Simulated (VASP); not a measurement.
A run of VASP 6.6.1:

The input INCAR:

```
SYSTEM = Sb
PREC     = Accurate       ! precision mode
ENCUT    = 600            ! plane-wave cutoff, eV
EDIFF    = 1E-7           ! SCF threshold, eV
ISMEAR   = 1              ! smearing method
SIGMA    = 0.1            ! smearing width, eV
LREAL    = .FALSE.        ! projectors in reciprocal space
LASPH    = .TRUE.         ! aspherical terms in the spheres
NELM     = 80             ! most SCF steps
ALGO     = Normal         ! electronic algorithm
ISIF     = 3              ! what is computed and relaxed
LWAVE    = .FALSE.        ! write WAVECAR
LCHARG   = .FALSE.        ! write CHGCAR
IBRION   = 2              ! ionic algorithm
NSW      = 90             ! ionic steps
EDIFFG   = -0.005         ! ionic threshold
```

Contents of KPOINTS:

```
regular mesh
0
G
  10 10 10
  0 0 0
```

POSCAR

```
Sb                                      
1.0
    2.1503935353      1.2415302865      3.6569845116
   -2.1503935353      1.2415302865      3.6569845116
    0.0000000000     -2.4830605729      3.6569845116
  Sb            
     2
Direct
     0.2362318589579912    0.2362318589579912    0.2362318589579912
     0.7637681410420090    0.7637681410420090    0.7637681410420090
```

Potentials or basis: VASP PAW LDA potentials, release 64 (Sb).

Command:

```bash
$ cat potpaw_LDA.64/Sb/POTCAR > POTCAR
$ mpirun -np 1 vasp_std > vasp.out
```

Hardware: 1 thread of AMD EPYC 9R14 (Zen 4), on a shared host.

**Question.** How long does it take, and how much memory?

**Answer.** Run time: 35 s on 1 thread of AMD EPYC 9R14 (Zen 4), with other jobs on the host, peak memory 0.19 GiB. Counts: scf iterations 11, k points 116, ion steps 1.
